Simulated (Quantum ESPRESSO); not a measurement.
**TiO2 under changes of volume**

One of the cells (10.435 Å³/atom); the others are scaled copies at fixed shape and fractional positions:

```xyz
6
Lattice="4.5998 0.0000 0.0000 0.0000 4.5998 0.0000 0.0000 0.0000 2.9592" Properties=species:S:1:pos:R:3 pbc="T T T"
Ti    0.0000    0.0000    1.4796
Ti    2.2999    2.2999    0.0000
O     1.3998    1.3998    1.4796
O     0.9001    3.6997    0.0000
O     3.6997    0.9001    0.0000
O     3.2000    3.2000    1.4796
```

The cell is a database's computed one.

- Program: Quantum ESPRESSO 7.5
- Functional: LDA
- Potentials or basis: GBRV 1.5 LDA
- Cutoff: 612 eV
- Density cutoff: 4898 eV
- k mesh: 6 × 6 × 9
- Occupations: fermi-dirac, width 0.05 eV
- Spin: no spin polarisation

| volume (Å³/atom) | energy over the lowest point (meV/atom) | pressure (GPa) | gap on the mesh (eV) |
| --- | --- | --- | --- |
| 9.809 | 6.49 | 7.8 | 1.93 |
| 10.018 | 0.00 | 1.8 | 1.88 |
| 10.227 | 0.86 | -3.5 | 1.83 |
| 10.435 | 8.36 | -8.3 | 1.78 |
| 10.644 | 21.80 | -12.6 | 1.74 |
| 10.853 | ? | ? | ? |
| 11.062 | 64.05 | -19.9 | 1.65 |

Q: What does the run at 10.853 Å³/atom give?

A: Energy over the lowest point 40.54 meV/atom; pressure -16.4 GPa; gap on the mesh 1.69 eV.

Worked out: A Birch-Murnaghan fit of order 3 (a polynomial in V^(-2/3)) to the other rows has its minimum at 10.09 Å³/atom with B0 = V·E''(V) = 263 GPa and B' = 4.4 at fixed shape and positions, which overstates the stiffness. It gives 40.54 meV/atom at 10.853 Å³/atom, against the run's 40.54, and -dE/dV = -16.3 GPa, against -16.4. A straight line through the other rows of the gap, of slope -2.33 eV per unit of ln V (its deformation potential), gives 1.69 eV, against the run's 1.69.

Energies are extrapolated to zero smearing.

Caveats: an odd mesh through Γ misses points on the zone boundary, where band edges often lie.
